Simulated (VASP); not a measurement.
# HfC (Fm-3m) in VASP: further runs

Runs on HfC. Level: PBEsol. Tasks: relaxation of cell and atoms, single point.

All numbers are computed with VASP 6.6.1; they aren't measurements. Logs are shortened: lines on timing, memory, paths and dates and some standing lists are left out, and cuts for length are marked.

### Step 1. Starting point

It takes space group Fm-3m (No. 225, cubic). Conventional cell: a = 4.634 Å, b = 4.634 Å, c = 4.634 Å, α = 90.00°, β = 90.00°, γ = 90.00°. Around Hf (site symmetry m-3m) lie 6 C at 2.32 Å. C (site symmetry m-3m) has 6 Hf at 2.32 Å as nearest neighbours.

The cell is a database's computed one.

### Step 2. Relaxation of cell and atoms, PBEsol

File INCAR:

```
SYSTEM = HfC
PREC = Accurate
ENCUT = 600
EDIFF = 1E-7
ISMEAR = 0
SIGMA = 0.1
LREAL = .False.
LASPH = .True.
NELM = 60
ALGO = Normal
ISIF = 3
LWAVE = .False.
LCHARG = .False.
GGA = PS
IBRION = 2
NSW = 90
EDIFFG = -0.005
```

File KPOINTS:

```
Automatic mesh
0
Gamma
  6 6 6
  0 0 0
```

File POSCAR:

```
HfC
1.0
    0.0000000000      2.3171388400      2.3171388400
    2.3171388400      0.0000000000      2.3171388400
    2.3171388400      2.3171388400      0.0000000000
Hf C
1 1
Direct
    0.0000000000      0.0000000000      0.0000000000
    0.5000000000      0.5000000000      0.5000000000
```

Potentials or basis: VASP PAW PBE potentials, release 64 (Hf_pv, C).

Command:

```
$ cat potpaw_PBE.64/Hf_pv/POTCAR potpaw_PBE.64/C/POTCAR > POTCAR
$ mpirun -np 1 vasp_std > vasp.out
```

OUTCAR:

```text
SYSTEM = HfC
   PREC = Accurate
   ENCUT = 600
   EDIFF = 1E-7
   ISMEAR = 0
   LREAL = .False.
   LASPH = .True.
   NELM = 60
   ISIF = 3
   GGA = PS
   IBRION = 2
   NSW = 90
   EDIFFG = -0.005

 ion  position               nearest neighbor table
   1  0.000  0.000  0.000-   2 2.32   2 2.32   2 2.32   2 2.32   2 2.32   2 2.32
   2  0.500  0.500  0.500-   1 2.32   1 2.32   1 2.32   1 2.32   1 2.32   1 2.32

  LATTYP: Found a face centered cubic cell.
 ALAT       =     4.6342776800

  Lattice vectors:

 A1 = (   0.0000000000,   2.3171388400,   2.3171388400)
 A2 = (   2.3171388400,   0.0000000000,   2.3171388400)
 A3 = (   2.3171388400,   2.3171388400,   0.0000000000)

Analysis of symmetry for initial positions (statically):
=====================================================================
 Subroutine PRICEL returns:
 Original cell was already a primitive cell.

 Routine SETGRP: Setting up the symmetry group for a
 face centered cubic supercell.

 Subroutine GETGRP returns: Found 48 space group operations
 (whereof 48 operations were pure point group operations)
 out of a pool of 48 trial point group operations.

The static configuration has the point symmetry O_h .

Analysis of symmetry for dynamics (positions and initial velocities):
=====================================================================
 Subroutine PRICEL returns:
 Original cell was already a primitive cell.

 Routine SETGRP: Setting up the symmetry group for a
 face centered cubic supercell.

 Subroutine GETGRP returns: Found 48 space group operations
 (whereof 48 operations were pure point group operations)
 out of a pool of 48 trial point group operations.

The dynamic configuration has the point symmetry O_h .

 Subroutine INISYM returns: Found 48 space group operations
 (whereof 48 operations are pure point group operations),
 and found     1 'primitive' translations

----------------------------------------------------------------------------------------

                                     Primitive cell

  volume of cell :      24.8821

  direct lattice vectors                    reciprocal lattice vectors
     0.000000000  2.317138840  2.317138840    -0.215783358  0.215783358  0.215783358
[... 68 lines left out ...]
   PREC   = accura    normal or accurate (medium, high low for compatibility)
   ISTART =      0    job   : 0-new  1-cont  2-samecut
   ICHARG =      2    charge: 1-file 2-atom 10-const
   ISPIN  =      1    spin polarized calculation?
   LNONCOLLINEAR =      F non collinear calculations
   LSORBIT =      F    spin-orbit coupling
   LASPH  =      T    aspherical Exc in radial PAW
   ENCUT  =  600.0 eV  44.10 Ry    6.64 a.u.   6.54  6.54  6.54*2*pi/ulx,y,z
   NELM   =     60;   NELMIN=  2; NELMDL= -5     # of ELM steps
   EDIFF  = 0.1E-06   stopping-criterion for ELM
   LREAL  =      F    real-space projection
   EDIFFG = -.5E-02   stopping-criterion for IOM
   NSW    =     90    number of steps for IOM
   IBRION =      2    ionic relax: 0-MD 1-quasi-New 2-CG
   NFREE  =      1    steps in history (QN), initial steepest desc. (CG)
   ISIF   =      3    stress and relaxation
   ISYM   =      2    0-nonsym 1-usesym 2-fastsym
   POTIM  = 0.5000    time-step for ionic-motion
   TEBEG  =    0.0;   TEEND  =   0.0 temperature during run
   PSTRESS=    0.0 pullay stress
   NELECT =      14.0000    total number of electrons
   NUPDOWN=      -1.0000    fix difference up-down
   EMIN   =  10.00;   EMAX   =-10.00  energy-range for DOS
   EFERMI =   0.00;   METHOD = LEGACY
   ISMEAR =     0;   SIGMA  =   0.10  broadening in eV -4-tet -1-fermi 0-gaus
   EFERMI_NEDOS =   21; number of points for ismear=-14 and -15
   IALGO  =     38    algorithm
   IMIX   =      4    mixing-type and parameters
     AMIX     =   0.40;   BMIX     =  1.00
     AMIX_MAG =   1.60;   BMIX_MAG =  1.00
  volume/ion in A,a.u.               =      12.44        83.96
  Fermi-wavevector in a.u.,A,eV,Ry     =   1.351519  2.554000 24.852447  1.826603
  Thomas-Fermi vector in A             =   2.478934
   LORBIT       =      0    0 simple, 1 ext, 2 COOP (PROOUT), +10 PAW based schemes
   GGA     = PS    functional components
   LHFCALC =     F    Hartree Fock is set to
   AEXX    =    0.0000 exact exchange contribution
   IVDW    =     0    specifies the selected vdW correction
   LEPSILON=     F    determine dielectric tensor
   LRPA    =     F    only Hartree local field effects (RPA)
 conjugate gradient relaxation of ions
 non-spin polarized calculation
 Gauss-broadening in eV      SIGMA  =   0.10
  energy-cutoff  :      600.00
  volume of cell :       24.88
 maximum number of plane-waves:       869
 NGX is ok and might be reduce to    28
   NGX = 13   NGY = 13   NGZ = 13

--------------------------------------- Ionic step        1  -------------------------------------------

 number of electron      14.0000000 magnetization

 Free energy of the ion-electron system (eV)
  ---------------------------------------------------
  ext. energy  EPLUGINS =         0.00000000
  ---------------------------------------------------
  free energy    TOTEN  =       -22.17663359 eV

  energy without entropy =      -22.17453156  energy(sigma->0) =      -22.17558258

------------------------ aborting loop because EDIFF is reached ----------------------------------------

  FORCE on cell =-STRESS in cart. coord.  units (eV):
  Direction    XX          YY          ZZ          XY          YZ          ZX
  --------------------------------------------------------------------------------------
  -------------------------------------------------------------------------------------
  Total       -0.7226568     -0.7226568     -0.7226568     -0.0000000     -0.0000000      0.0000000
  in kB      -46.5325105    -46.5325105    -46.5325105     -0.0000000     -0.0000000      0.0000000
  external PRESSURE =     -46.5325105 kB  Pullay stress =       0.0000000 kB
[... 59 lines left out ...]
--------------------------------------- Ionic step        3  -------------------------------------------

 number of electron      13.9999999 magnetization

 Free energy of the ion-electron system (eV)
  ---------------------------------------------------
  ext. energy  EPLUGINS =         0.00000000
  ---------------------------------------------------
  free energy    TOTEN  =       -22.18355763 eV

  energy without entropy =      -22.18192444  energy(sigma->0) =      -22.18274103

 E-fermi :   5.9068     XC(G=0): -12.5624

 val. band max:        5.7924387339   @ k =   0.1667   0.1667   0.0000
 cond. band min:       5.9936223629   @ k =   0.5000   0.5000   0.0000
 fundamental gap:      0.2011836290
 Fermi energy:         5.9067833228

 k-point     1 :       0.0000    0.0000    0.0000
  band No.  band energies     occupation
      1     -23.3338      2.00000
      2     -23.3338      2.00000
      3     -23.3338      2.00000
      4      -6.3984      2.00000
      5       7.0860      0.00000
      6       7.0860      0.00000
      7       7.0860      0.00000
      8       7.3798      0.00000
      9       7.3798      0.00000
     10       7.3798      0.00000
     11       9.4825      0.00000
[... 237 lines left out ...]
  FREE ENERGIE OF THE ION-ELECTRON SYSTEM (eV)
  ---------------------------------------------------
  free  energy   TOTEN  =       -22.1835576287 eV

  energy  without entropy=      -22.1819244391  energy(sigma->0) =      -22.18274103

 reached required accuracy - stopping structural energy minimisation
```

Run time: 15 s. Hardware: 1 thread of AMD EPYC 9R14 (Zen 4), shared host; peak memory 0.13 GiB.

Results:

```
Free energy                            : -22.1836 eV
Relaxed volume                         : 12.21 Å³/atom
Relaxed cell                           : a = 3.256 Å, b = 3.256 Å, c = 3.256 Å, α = 60.00°, β = 60.00°, γ = 60.00°
Space group after relaxing (to 0.05 Å) : Fm-3m (No. 225)
Energy gained by relaxing              : 3.5 meV/atom
Ionic steps                            : 3
Pressure after relaxing                : 0.0 GPa
Band gap on the k mesh                 : none (metal or under the smearing width)
```

Step by step:
```tsv
step	energy change (eV)	largest force (eV/Å)	pressure (GPa)	volume (Å³)
1	0.0000	0.0000	-4.65	24.88
2	0.0157	0.0000	9.21	23.60
3	-0.0069	0.0000	-0.04	24.42
```

Final structure:
```xyz
2
Lattice="0.0000 2.3026 2.3026 2.3026 0.0000 2.3026 2.3026 2.3026 0.0000" Properties=species:S:1:pos:R:3 pbc="T T T"
Hf    0.0000    0.0000    0.0000
C     2.3026    2.3026    2.3026
```

Caveat: the k mesh is coarse (spacing up to 0.39 Å⁻¹), so the values aren't converged; the PAW data sets were made with another functional, which shifts forces and pressure a little. Spin-orbit coupling is left out, which matters for the levels of Hf.

### Step 3. Single point, PBEsol

File INCAR:

```
SYSTEM = HfC
PREC = Accurate
ENCUT = 520
EDIFF = 1E-7
ISMEAR = 0
SIGMA = 0.1
LREAL = .False.
LASPH = .True.
NELM = 60
ALGO = Normal
ISIF = 2
LWAVE = .False.
LCHARG = .False.
GGA = PS
```

File KPOINTS:

```
Automatic mesh
0
Gamma
  16 16 16
  0 0 0
```

POSCAR is that of step 2.

Potentials or basis: VASP PAW PBE potentials, release 64 (Hf_pv, C).

Command:

```
$ cat potpaw_PBE.64/Hf_pv/POTCAR potpaw_PBE.64/C/POTCAR > POTCAR
$ mpirun -np 1 vasp_std > vasp.out
```

Wall time 22 s (1 thread of AMD EPYC 9R14 (Zen 4), shared host); peak memory 0.15 GiB.

Results (log left out):

- Free energy: -22.1890 eV
- Pressure: -4.6 GPa
- Band gap on the k mesh: none (metal or under the smearing width)

Levels at points of the mesh, in eV from the Fermi level:
```
           k point  band 4  band 5  band 6  band 7  band 8  band 9  band 10  band 11
(0.00, 0.00, 0.00)  -12.32    1.06    1.06    1.06    1.37    1.37     1.37     3.42
(0.50, 0.00, 0.00)   -8.46   -6.20   -3.00   -3.00    5.37    5.37     5.85     6.59
(0.50, 0.50, 0.00)  -10.38   -2.55   -1.84   -0.05   -0.05    5.38     6.82     6.82
```

Caveat: the PAW data sets were made with another functional, which shifts forces and pressure a little.
